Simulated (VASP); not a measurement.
# GaSb (F-43m) in VASP: notebook

Aim: see how the results for GaSb move with the level of theory and the settings. Levels: PBE, r2SCAN. Tasks: single point.

Program: VASP 6.6.1. These are calculated values, not measurements. Logs are shortened: lines on timing, memory, paths and dates and some standing lists are left out, and cuts for length are marked.

**Measured values to compare with.**

A printed reference work, data compilation reports, for a bulk crystal of GaSb at 4.2 K: band gap 0.811 eV (direct).

The results are compared with them further down.

### Step 1. The cell of the first run

It takes space group F-43m (No. 216, cubic). The conventional cell has a = 6.132 Å, b = 6.132 Å, c = 6.132 Å, α = 90.00°, β = 90.00°, γ = 90.00°. Ga (site symmetry -43m) has 4 Sb at 2.66 Å within 3.5 Å. Sb (site symmetry -43m) has 4 Ga at 2.66 Å within 3.5 Å.

### Step 2. Single point, PBE

INCAR

```
SYSTEM = GaSb
  ALGO = Normal
  EDIFF = 1E-7
  ENCUT = 520
  GGA = PE
  ISIF = 2
  ISMEAR = -1
  LASPH = .TRUE.
  LCHARG = .FALSE.
  LREAL = .FALSE.
  LWAVE = .FALSE.
  NBANDS = 16
  NELM = 60
  PREC = Accurate
  SIGMA = 0.02
```

KPOINTS

```
k-points
0
G
  8 8 8
  0 0 0
```

POSCAR

```
GaSb
1.0
    0.0000000000      3.0658848210      3.0658848210
    3.0658848210      0.0000000000      3.0658848210
    3.0658848210      3.0658848210      0.0000000000
Ga Sb
1 1
Direct
    0.0000000000      0.0000000000      0.0000000000
    0.2500000000      0.2500000000      0.2500000000
```

Potentials or basis: VASP PAW PBE potentials, release 64 (Ga_d, Sb).

Launch:

```bash
cat potpaw_PBE.64/Ga_d/POTCAR potpaw_PBE.64/Sb/POTCAR > POTCAR
mpirun -np 1 vasp_std > vasp.out
```

OUTCAR:

```text
SYSTEM = GaSb
   EDIFF = 1E-7
   ENCUT = 520
   GGA = PE
   ISIF = 2
   ISMEAR = -1
   LASPH = .TRUE.
   LREAL = .FALSE.
   NELM = 60
   PREC = Accurate

 ion  position               nearest neighbor table
   1  0.000  0.000  0.000-   2 2.66   2 2.66   2 2.66   2 2.66
   2  0.250  0.250  0.250-   1 2.66   1 2.66   1 2.66   1 2.66

  LATTYP: Found a face centered cubic cell.
 ALAT       =     6.1317696420

  Lattice vectors:

 A1 = (   0.0000000000,   3.0658848210,   3.0658848210)
 A2 = (   3.0658848210,   0.0000000000,   3.0658848210)
 A3 = (   3.0658848210,   3.0658848210,   0.0000000000)

Analysis of symmetry for initial positions (statically):
=====================================================================
 Subroutine PRICEL returns:
 Original cell was already a primitive cell.

 Routine SETGRP: Setting up the symmetry group for a
 face centered cubic supercell.

 Subroutine GETGRP returns: Found 24 space group operations
 (whereof 24 operations were pure point group operations)
 out of a pool of 48 trial point group operations.

The static configuration has the point symmetry T_d .

Analysis of symmetry for dynamics (positions and initial velocities):
=====================================================================
 Subroutine PRICEL returns:
 Original cell was already a primitive cell.

 Routine SETGRP: Setting up the symmetry group for a
 face centered cubic supercell.

 Subroutine GETGRP returns: Found 24 space group operations
 (whereof 24 operations were pure point group operations)
 out of a pool of 48 trial point group operations.

The dynamic configuration has the point symmetry T_d .

 Subroutine INISYM returns: Found 24 space group operations
 (whereof 24 operations are pure point group operations),
 and found     1 'primitive' translations

----------------------------------------------------------------------------------------

                                     Primitive cell

  volume of cell :      57.6365

  direct lattice vectors                    reciprocal lattice vectors
     0.000000000  3.065884821  3.065884821    -0.163085057  0.163085057  0.163085057
     3.065884821  0.000000000  3.065884821     0.163085057 -0.163085057  0.163085057
     3.065884821  3.065884821  0.000000000     0.163085057  0.163085057 -0.163085057

  length of vectors
     4.335815895  4.335815895  4.335815895     0.282471604  0.282471604  0.282471604

  position of ions in fractional coordinates (direct lattice)
     0.000000000  0.000000000  0.000000000
     0.250000000  0.250000000  0.250000000

  ion indices of the primitive-cell ions
   primitive index   ion index
                 1           1
                 2           2

----------------------------------------------------------------------------------------

 KPOINTS: k-points

Automatic generation of k-mesh.
 Grid dimensions read from file:
 generate k-points for:    8    8    8

 Generating k-lattice:

  Cartesian coordinates                     Fractional coordinates (reciprocal lattice)
    -0.020385632  0.020385632  0.020385632     0.125000000  0.000000000  0.000000000
     0.020385632 -0.020385632  0.020385632     0.000000000  0.125000000  0.000000000
     0.020385632  0.020385632 -0.020385632     0.000000000  0.000000000  0.125000000

  Length of vectors
     0.035308951  0.035308951  0.035308951

  Shift w.r.t. Gamma in fractional coordinates (k-lattice)
     0.000000000  0.000000000  0.000000000

 Subroutine IBZKPT returns following result:
 ===========================================

 Found     29 irreducible k-points:

 Following reciprocal coordinates:
            Coordinates               Weight
  0.000000  0.000000  0.000000      1.000000
  0.125000  0.000000  0.000000      8.000000
  0.250000  0.000000  0.000000      8.000000
  0.375000  0.000000  0.000000      8.000000
  0.500000  0.000000  0.000000      4.000000
  0.125000  0.125000  0.000000      6.000000
[... 16 lines left out ...]
  0.500000  0.250000  0.125000     48.000000
 -0.375000  0.250000  0.125000     24.000000
 [... further k-points ...]
   k-points           NKPTS =     29   k-points in BZ     NKDIM =     29   number of bands    NBANDS=     16
   number of dos      NEDOS =    301   number of ions     NIONS =      2
   total plane-waves  NPLWV =  32768
   dimension x,y,z NGX =    32 NGY =   32 NGZ =   32
   dimension x,y,z NGXF=    64 NGYF=   64 NGZF=   64
   ions per type =               1   1
   NGX,Y,Z   is equivalent  to a cutoff of  12.27, 12.27, 12.27 a.u.
   NGXF,Y,Z  is equivalent  to a cutoff of  24.54, 24.54, 24.54 a.u.
 SYSTEM =  GaSb
   PREC   = accura    normal or accurate (medium, high low for compatibility)
   ISTART =      0    job   : 0-new  1-cont  2-samecut
   ICHARG =      2    charge: 1-file 2-atom 10-const
   ISPIN  =      1    spin polarized calculation?
   LNONCOLLINEAR =      F non collinear calculations
   LSORBIT =      F    spin-orbit coupling
   LASPH  =      T    aspherical Exc in radial PAW
   ENCUT  =  520.0 eV  38.22 Ry    6.18 a.u.   8.06  8.06  8.06*2*pi/ulx,y,z
   NELM   =     60;   NELMIN=  2; NELMDL= -5     # of ELM steps
   EDIFF  = 0.1E-06   stopping-criterion for ELM
   LREAL  =      F    real-space projection
   EDIFFG = 0.1E-05   stopping-criterion for IOM
   NSW    =      0    number of steps for IOM
   IBRION =     -1    ionic relax: 0-MD 1-quasi-New 2-CG
   NFREE  =      0    steps in history (QN), initial steepest desc. (CG)
   ISIF   =      2    stress and relaxation
   ISYM   =      2    0-nonsym 1-usesym 2-fastsym
   POTIM  = 0.5000    time-step for ionic-motion
   TEBEG  =    0.0;   TEEND  =   0.0 temperature during run
   PSTRESS=    0.0 pullay stress
   NELECT =      18.0000    total number of electrons
   NUPDOWN=      -1.0000    fix difference up-down
   EMIN   =  10.00;   EMAX   =-10.00  energy-range for DOS
   EFERMI =   0.00;   METHOD = LEGACY
   ISMEAR =    -1;   SIGMA  =   0.02  broadening in eV -4-tet -1-fermi 0-gaus
   EFERMI_NEDOS =   21; number of points for ismear=-14 and -15
   IALGO  =     38    algorithm
   IMIX   =      4    mixing-type and parameters
     AMIX     =   0.40;   BMIX     =  1.00
     AMIX_MAG =   1.60;   BMIX_MAG =  1.00
  volume/ion in A,a.u.               =      28.82       194.48
[... 36 lines left out ...]
      3     -10.2192      2.00000
      4     -10.1705      2.00000
      5     -10.1705      2.00000
      6      -6.6272      2.00000
[... 8 lines left out ...]
     15      13.3811      0.00000
     16      13.3811      0.00000

 k-point     2 :       0.1250    0.0000    0.0000
  band No.  band energies     occupation
      1     -10.2232      2.00000
      2     -10.2174      2.00000
      3     -10.2174      2.00000
      4     -10.1707      2.00000
      5     -10.1707      2.00000
      6      -6.4686      2.00000
[... 8 lines left out ...]
     15      12.5944      0.00000
     16      12.5944      0.00000

 k-point     3 :       0.2500    0.0000    0.0000
  band No.  band energies     occupation
      1     -10.2328      2.00000
      2     -10.2134      2.00000
      3     -10.2134      2.00000
      4     -10.1709      2.00000
      5     -10.1709      2.00000
      6      -6.0172      2.00000
[... 8 lines left out ...]
     15      12.3800      0.00000
     16      12.3800      0.00000

 k-point     4 :       0.3750    0.0000    0.0000
  band No.  band energies     occupation
      1     -10.2422      2.00000
      2     -10.2100      2.00000
      3     -10.2100      2.00000
      4     -10.1706      2.00000
      5     -10.1706      2.00000
      6      -5.3921      2.00000
[... 8 lines left out ...]
     15      13.3273      0.00000
     16      13.3273      0.00000

 k-point     5 :       0.5000    0.0000    0.0000
  band No.  band energies     occupation
      1     -10.2460      2.00000
      2     -10.2087      2.00000
      3     -10.2087      2.00000
      4     -10.1702      2.00000
      5     -10.1702      2.00000
      6      -5.0200      2.00000
[... 8 lines left out ...]
     15      14.6725      0.00000
     16      14.6725      0.00000

 k-point     6 :       0.1250    0.1250    0.0000
  band No.  band energies     occupation
      1     -10.2264      2.00000
      2     -10.2158      2.00000
      3     -10.2158      2.00000
      4     -10.1718      2.00000
      5     -10.1699      2.00000
      6      -6.4150      2.00000
[... 8 lines left out ...]
     15      11.7120      0.00000
     16      13.5807      0.00000

 k-point     7 :       0.2500    0.1250    0.0000
  band No.  band energies     occupation
      1     -10.2344      2.00000
      2     -10.2124      2.00000
      3     -10.2117      2.00000
      4     -10.1730      2.00000
      5     -10.1695      2.00000
      6      -6.0576      2.00000
[... 8 lines left out ...]
     15      12.8260      0.00000
     16      13.3667      0.00000

 k-point     8 :       0.3750    0.1250    0.0000
  band No.  band energies     occupation
      1     -10.2428      2.00000
      2     -10.2093      2.00000
      3     -10.2080      2.00000
      4     -10.1731      2.00000
      5     -10.1694      2.00000
      6      -5.4712      2.00000
[... 8 lines left out ...]
     15      13.2435      0.00000
     16      14.0066      0.00000

 k-point     9 :       0.5000    0.1250    0.0000
  band No.  band energies     occupation
      1     -10.2476      2.00000
      2     -10.2076      2.00000
      3     -10.2066      2.00000
      4     -10.1720      2.00000
      5     -10.1699      2.00000
      6      -4.9448      2.00000
[... 8 lines left out ...]
     15      14.4506      0.00000
     16      14.6899      0.00000
[... 172 lines left out ...]
 k-point    19 :       0.5000    0.3750    0.0000
  band No.  band energies     occupation
      1     -10.2599      2.00000
      2     -10.1978      2.00000
      3     -10.1969      2.00000
      4     -10.1803      2.00000
      5     -10.1673      2.00000
      6      -4.3944      2.00000
[... 8 lines left out ...]
     15      15.2654      0.00000
     16      15.5241      0.00000

 k-point    20 :      -0.3750    0.3750    0.0000
  band No.  band energies     occupation
      1     -10.2572      2.00000
      2     -10.2006      2.00000
      3     -10.1984      2.00000
      4     -10.1775      2.00000
      5     -10.1689      2.00000
      6      -4.2651      2.00000
[... 8 lines left out ...]
     15      13.6066      0.00000
     16      16.9259      0.00000

 k-point    21 :       0.5000    0.5000    0.0000
  band No.  band energies     occupation
      1     -10.2630      2.00000
      2     -10.1951      2.00000
      3     -10.1951      2.00000
      4     -10.1821      2.00000
      5     -10.1665      2.00000
      6      -4.1997      2.00000
[... 8 lines left out ...]
     15      15.5717      0.00000
     16      16.0706      0.00000

 k-point    22 :       0.3750    0.2500    0.1250
  band No.  band energies     occupation
      1     -10.2423      2.00000
      2     -10.2088      2.00000
      3     -10.2074      2.00000
      4     -10.1744      2.00000
      5     -10.1692      2.00000
      6      -5.6233      2.00000
[... 8 lines left out ...]
     15      13.8514      0.00000
     16      14.0721      0.00000

 k-point    23 :       0.5000    0.2500    0.1250
  band No.  band energies     occupation
      1     -10.2486      2.00000
      2     -10.2064      2.00000
      3     -10.2041      2.00000
      4     -10.1742      2.00000
      5     -10.1696      2.00000
      6      -5.0245      2.00000
[... 8 lines left out ...]
     15      13.5463      0.00000
     16      14.9534      0.00000

 k-point    24 :      -0.3750    0.2500    0.1250
  band No.  band energies     occupation
      1     -10.2510      2.00000
      2     -10.2058      2.00000
      3     -10.2028      2.00000
      4     -10.1735      2.00000
      5     -10.1703      2.00000
      6      -4.6697      2.00000
[... 8 lines left out ...]
     15      14.4482      0.00000
     16      14.9443      0.00000

 [... further k-points ...]

------------------------ aborting loop because EDIFF is reached ----------------------------------------

  FORCE on cell =-STRESS in cart. coord.  units (eV):
  Direction    XX          YY          ZZ          XY          YZ          ZX
  --------------------------------------------------------------------------------------
  -------------------------------------------------------------------------------------
  Total        0.7418471      0.7418471      0.7418471      0.0000000     -0.0000000      0.0000000
  in kB       20.6218435     20.6218435     20.6218435      0.0000000     -0.0000000      0.0000000
  external PRESSURE =      20.6218435 kB  Pullay stress =       0.0000000 kB

 VOLUME and BASIS-vectors are now :
 -----------------------------------------------------------------------------
  energy-cutoff  :      520.00
  volume of cell :       57.64
      direct lattice vectors                 reciprocal lattice vectors
     0.000000000  3.065884821  3.065884821    -0.163085057  0.163085057  0.163085057
     3.065884821  0.000000000  3.065884821     0.163085057 -0.163085057  0.163085057
     3.065884821  3.065884821  0.000000000     0.163085057  0.163085057 -0.163085057

 POSITION                                       TOTAL-FORCE (eV/Angst)
 -----------------------------------------------------------------------------------
      0.00000      0.00000      0.00000        -0.000000     -0.000000     -0.000000
      1.53294      1.53294      1.53294         0.000000      0.000000      0.000000
 -----------------------------------------------------------------------------------
    total drift:                                0.000002      0.000002      0.000002

  FREE ENERGIE OF THE ION-ELECTRON SYSTEM (eV)
  ---------------------------------------------------
  free  energy   TOTEN  =        -7.3513037053 eV

  energy  without entropy=       -7.3511296067  energy(sigma->0) =       -7.35121666
```

Run time: 16 s. Hardware: 1 thread of AMD EPYC 9R45 (Zen 5), shared host; peak memory 0.16 GiB.

Results:

- Free energy: -7.3513 eV
- Pressure: 2.1 GPa
- Band gap on the k mesh: zero (filled and empty bands touch)

Levels at points of the mesh, in eV from the Fermi level:
| k point | band 6 | band 7 | band 8 | band 9 | band 10 | band 11 | band 12 | band 13 |
| --- | --- | --- | --- | --- | --- | --- | --- | --- |
| (0.00, 0.00, 0.00) | -11.45 | -0.03 | -0.02 | -0.02 | -0.02 | 2.76 | 2.76 | 2.76 |
| (0.50, 0.00, 0.00) | -9.84 | -6.35 | -1.16 | -1.16 | 0.37 | 3.73 | 3.73 | 6.45 |
| (0.50, 0.50, 0.00) | -9.02 | -6.80 | -2.57 | -2.57 | 0.89 | 1.25 | 8.62 | 8.62 |

Caveat: spin-orbit coupling is left out, which moves the levels of the heavy elements.

### Step 3. Single point, r2SCAN

POSCAR is that of step 2.

INCAR.step1

```
  ALGO = Normal
  EDIFF = 1E-4
  ENCUT = 520
  GGA = PE
  ISMEAR = -1
  LASPH = True
  LCHARG = False
  LREAL = False
  LWAVE = True
  NBANDS = 16
  NELM = 100
  PREC = Accurate
  SIGMA = 0.02
```

INCAR.step2

```
  ALGO = Normal
  EDIFF = 1E-6
  ENCUT = 520
  ISIF = 2
  ISMEAR = -1
  ISTART = 1
  LASPH = True
  LCHARG = False
  LMIXTAU = True
  LREAL = False
  LWAVE = False
  METAGGA = R2SCAN
  NBANDS = 16
  NELM = 100
  PREC = Accurate
  SIGMA = 0.02
```

KPOINTS

```
k-points
0
Gamma
  8 8 8
```

Potentials or basis: VASP PAW PBE potentials, release 64 (Ga_d, Sb).

Launch:

```bash
cat potpaw_PBE.64/Ga_d/POTCAR potpaw_PBE.64/Sb/POTCAR > POTCAR
cp INCAR.step1 INCAR
mpirun -np 1 vasp_std > vasp.out
cp INCAR.step2 INCAR
mpirun -np 1 vasp_std > vasp.out
```

It took 56 s on 1 thread of AMD EPYC 9R45 (Zen 5), shared host; peak memory 0.17 GiB.

It converged, with:

- Free energy: -37.6006 eV
- Pressure: 0.1 GPa
- Band gap on the k mesh: 0.40 eV, direct

Levels at points of the mesh, in eV from the valence-band top:
```
           k point  band 7  band 8  band 9  band 10  band 11  band 12
(0.00, 0.00, 0.00)    0.00    0.00    0.00     0.40     2.98     2.98
(0.50, 0.00, 0.00)   -6.55   -1.20   -1.20     0.67     4.01     4.01
(0.50, 0.50, 0.00)   -7.02   -2.67   -2.67     1.13     1.49     9.22
```

Caveat: the PAW data sets were made with another functional, which shifts forces and pressure a little; spin-orbit coupling is left out, which moves the levels of the heavy elements.

### Step 4. Single point, PBE (volume changed by -6%)

INCAR

```
SYSTEM = GaSb
PREC     = Accurate       ! precision mode
ENCUT    = 500            ! plane-wave cutoff, eV
EDIFF    = 1E-6           ! SCF threshold, eV
ISMEAR   = -1             ! smearing method
SIGMA    = 0.02           ! smearing width, eV
LREAL    = .FALSE.        ! projectors in reciprocal space
LASPH    = .TRUE.         ! aspherical terms in the spheres
NELM     = 120            ! most SCF steps
ALGO     = Normal         ! electronic algorithm
ISIF     = 2              ! what is computed and relaxed
LWAVE    = .FALSE.        ! write WAVECAR
LCHARG   = .TRUE.         ! write CHGCAR
GGA      = PE             ! functional
LELF     = .TRUE.         ! ELF
LVHAR    = .TRUE.       
NBANDS   = 21             ! bands
GGA_COMPAT= .FALSE.
```

KPOINTS

```
Automatic mesh
0
G
  6 6 6
  0 0 0
```

POSCAR

```
GaSb
1.0
    0.0000000000      3.0464208953      3.0464208953
    3.0464208953      0.0000000000      3.0464208953
    3.0464208953      3.0464208953      0.0000000000
Ga Sb
1 1
Direct
    0.0000000000      0.0000000000      0.0000000000
    0.2500000000      0.2500000000      0.2500000000
```

Potentials or basis: VASP PAW PBE potentials, release 64 (Ga_d, Sb_d_GW).

Launch:

```bash
cat potpaw_PBE.64/Ga_d/POTCAR potpaw_PBE.64/Sb_d_GW/POTCAR > POTCAR
mpirun -np 1 vasp_std > vasp.out
```

Run time: 15 s. Hardware: 1 thread of Intel Xeon Platinum 8559C (Emerald Rapids), shared host; peak memory 0.19 GiB.

Results (log left out):

- Free energy: -7.3286 eV
- Pressure: 3.0 GPa
- Band gap on the k mesh: 0.12 eV, direct

Levels at points of the mesh, in eV from the valence-band top:
```
           k point  band 12  band 13  band 14  band 15  band 16  band 17
(0.00, 0.00, 0.00)     0.00     0.00     0.00     0.12     2.78     2.78
(0.50, 0.00, 0.00)    -6.42    -1.17    -1.17     0.43     3.76     3.76
(0.50, 0.50, 0.00)    -6.86    -2.61    -2.61     0.90     1.24     8.80
```

Caveat: spin-orbit coupling is left out, which moves the levels of the heavy elements. A k mesh can miss the band edges.

### Step 5. Overview

```csv
level,potentials or basis,cell,k mesh,cutoff (eV),second run,gap on the mesh (eV),pressure (GPa)
PBE,"VASP PAW PBE potentials, release 64 (Ga_d, Sb)","a = 4.336 Å, angles 60.0°, 2 atoms",8 × 8 × 8,520,-,none,2.1
r2SCAN,"VASP PAW PBE potentials, release 64 (Ga_d, Sb)","a = 4.336 Å, angles 60.0°, 2 atoms",8 × 8 × 8,520,-,0.40,0.1
PBE,"VASP PAW PBE potentials, release 64 (Ga_d, Sb_d_GW)","a = 4.308 Å, angles 60.0°, 2 atoms",6 × 6 × 6,500,valence_matched,0.12,3.0
```

Alike in all rows: task single point; no spin polarisation; smearing fermi-dirac 0.02 eV.

Caveats: spin-orbit coupling is left out, which moves the levels of the heavy elements; the PAW data sets were made with another functional, which shifts forces and pressure a little (some runs).

Absolute energies hang on the potentials; compare differences alone.

### Step 6. Comparison with measurements

Step 2. Against the measured gap of GaSb, 0.811 eV (direct; 4.2 K; a printed reference work, data compilation), the calculated 0.00 eV is off by -0.81 eV. Spin-orbit coupling on Ga, Sb is left out. The value is that of PBE on a finite k mesh, which can miss the band edges, without temperature or zero-point motion. Semilocal functionals fall short of measured gaps as a rule.

Step 3. A measured gap of GaSb is 0.811 eV (direct; 4.2 K; a printed reference work, data compilation); the calculated 0.40 eV misses it by -0.41 eV. Spin-orbit coupling on Ga, Sb is left out. The value is that of r2SCAN on a finite k mesh, which can miss the band edges, without temperature or zero-point motion.
